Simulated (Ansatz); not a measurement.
## Eigenvalues along a path: Rb (beta tin type)

```
Rb
1.0
    -4.45347    4.45347    2.40206
     4.45347   -4.45347    2.40206
     4.45347    4.45347   -2.40206
Rb
2
Direct
  0.62500 0.87500 0.75000
  0.37500 0.12500 0.25000
```

The cell comes from a relaxation on PAW files under the same functional, begun from a prototype that needn't be the stable phase.

Computed with Ansatz 0.2.0; functional PBE, scalar-relativistic. Settings: a Γ-centred 9×9×9 k mesh, Fermi–Dirac smearing of 0.08 eV, no spin polarisation. Methods: LAPW: all electrons, basis error target 1 meV/atom.

Path points, in fractions of the reciprocal vectors: Γ (0.000, 0.000, 0.000), X (0.000, 0.000, 0.500), M (-0.500, 0.500, 0.500), Z (0.323, 0.323, -0.323), Z0 (-0.323, 0.677, 0.323), P (0.250, 0.250, 0.250). The distance column jumps between branches of the path. Levels in eV from the Fermi level; bands 13 to 21, counted from the lowest band of the run. The gap is zero, the pressure 0.00 GPa.

```
# k(1/Å) point b13 b14 b15 b16 b17 b18 b19 b20 b21
0.000 Γ -13.15 -13.15 -13.05 -13.05 -13.05 -13.05 -1.91 0.94 1.72
0.071 - -13.15 -13.15 -13.05 -13.05 -13.05 -13.04 -1.88 0.91 1.61
0.143 - -13.14 -13.14 -13.06 -13.05 -13.05 -13.04 -1.81 0.77 1.49
0.214 - -13.14 -13.14 -13.07 -13.06 -13.05 -13.04 -1.69 0.51 1.51
0.285 - -13.13 -13.13 -13.07 -13.07 -13.05 -13.04 -1.53 0.19 1.62
0.356 - -13.12 -13.12 -13.08 -13.08 -13.04 -13.04 -1.32 -0.15 1.79
0.428 - -13.11 -13.11 -13.09 -13.09 -13.04 -13.04 -1.07 -0.48 1.99
0.499 X -13.10 -13.10 -13.10 -13.10 -13.04 -13.04 -0.79 -0.79 2.18
0.570 - -13.11 -13.11 -13.09 -13.09 -13.04 -13.04 -0.77 -0.77 1.97
0.641 - -13.13 -13.13 -13.08 -13.08 -13.04 -13.04 -0.71 -0.71 1.66
0.713 - -13.14 -13.14 -13.06 -13.06 -13.04 -13.04 -0.62 -0.62 1.35
0.784 - -13.15 -13.15 -13.06 -13.06 -13.04 -13.04 -0.49 -0.49 1.05
0.855 - -13.16 -13.16 -13.05 -13.05 -13.04 -13.04 -0.33 -0.33 0.77
0.926 - -13.16 -13.16 -13.05 -13.05 -13.04 -13.04 -0.16 -0.16 0.53
0.998 M -13.16 -13.16 -13.05 -13.05 -13.03 -13.03 -0.07 -0.07 0.41
1.098 - -13.16 -13.16 -13.05 -13.05 -13.04 -13.04 -0.37 -0.01 0.42
1.199 - -13.16 -13.14 -13.06 -13.05 -13.04 -13.04 -0.79 0.15 0.47
1.300 - -13.16 -13.12 -13.08 -13.05 -13.04 -13.04 -1.17 0.40 0.55
1.401 - -13.15 -13.11 -13.10 -13.04 -13.04 -13.04 -1.48 0.66 0.73
1.501 - -13.15 -13.13 -13.07 -13.05 -13.04 -13.04 -1.71 0.78 1.12
1.602 - -13.15 -13.14 -13.06 -13.05 -13.05 -13.04 -1.86 0.89 1.50
1.703 Γ -13.15 -13.15 -13.05 -13.05 -13.05 -13.05 -1.91 0.94 1.72
1.824 - -13.15 -13.15 -13.05 -13.05 -13.05 -13.05 -1.84 0.99 1.81
1.944 - -13.14 -13.14 -13.07 -13.07 -13.04 -13.04 -1.63 1.14 2.07
2.065 - -13.14 -13.14 -13.10 -13.09 -13.04 -13.04 -1.30 1.39 1.95
2.185 - -13.14 -13.14 -13.12 -13.11 -13.04 -13.04 -0.86 1.63 1.63
2.306 - -13.14 -13.14 -13.13 -13.12 -13.04 -13.04 -0.33 1.30 1.30
2.427 - -13.14 -13.14 -13.13 -13.12 -13.04 -13.04 0.28 1.01 1.01
2.547 Z -13.15 -13.15 -13.12 -13.11 -13.04 -13.04 0.79 0.79 0.91
3.349 Z0 -13.15 -13.15 -13.12 -13.11 -13.04 -13.04 0.79 0.79 0.91
3.415 - -13.15 -13.15 -13.11 -13.10 -13.04 -13.04 0.68 0.68 0.72
3.481 - -13.15 -13.15 -13.09 -13.08 -13.04 -13.04 0.49 0.51 0.60
3.547 - -13.16 -13.16 -13.08 -13.07 -13.04 -13.04 0.30 0.31 0.53
3.614 - -13.16 -13.16 -13.07 -13.06 -13.04 -13.04 0.14 0.15 0.48
3.680 - -13.16 -13.16 -13.06 -13.05 -13.04 -13.04 0.03 0.03 0.44
3.746 - -13.16 -13.16 -13.05 -13.05 -13.04 -13.04 -0.04 -0.04 0.42
3.812 M -13.16 -13.16 -13.05 -13.05 -13.03 -13.03 -0.07 -0.07 0.41
4.311 X -13.10 -13.10 -13.10 -13.10 -13.04 -13.04 -0.79 -0.79 2.18
4.405 - -13.10 -13.10 -13.10 -13.10 -13.04 -13.04 -0.76 -0.76 2.21
4.498 - -13.11 -13.11 -13.10 -13.10 -13.05 -13.05 -0.65 -0.65 2.23
4.591 - -13.11 -13.11 -13.10 -13.10 -13.06 -13.06 -0.47 -0.47 2.12
4.685 - -13.12 -13.12 -13.09 -13.09 -13.07 -13.07 -0.23 -0.23 1.86
4.778 - -13.13 -13.13 -13.09 -13.09 -13.07 -13.07 0.05 0.05 1.50
4.872 - -13.14 -13.14 -13.09 -13.09 -13.07 -13.07 0.38 0.38 1.12
4.965 P -13.14 -13.14 -13.09 -13.09 -13.08 -13.08 0.73 0.73 0.75
```
